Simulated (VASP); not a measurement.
The system is SiC (Moissanite 3C).

```
CELL_PARAMETERS angstrom
0.00000 2.17900 2.17900
2.17900 0.00000 2.17900
2.17900 2.17900 0.00000
ATOMIC_POSITIONS crystal
Si 0.00000 0.00000 0.00000
C 0.25000 0.25000 0.25000
```

Base run:

| Property | Result |
| --- | --- |
| Program | VASP 6.6.1 |
| Functional | PBE0 |
| Potentials or basis | VASP PAW PBE potentials, release 64 (Si, C) |
| Cutoff | 520 eV |
| k mesh | 10 × 10 × 10 |
| Occupations | gaussian, width 0.03 eV |
| Spin | no spin polarisation |

Its results: band gap on the k mesh 2.95 eV, indirect (least direct gap 6.46 eV); pressure -2.0 GPa.

The run is repeated on the same cell with these changes: functional from PBE0 to HSE06. What comes out?

Band gap on the k mesh 2.25 eV, indirect (least direct gap 5.75 eV); pressure -1.8 GPa.

Caveats: the PAW data sets were made with another functional, which shifts forces and pressure a little.

Not every run made on this cell is shown here.
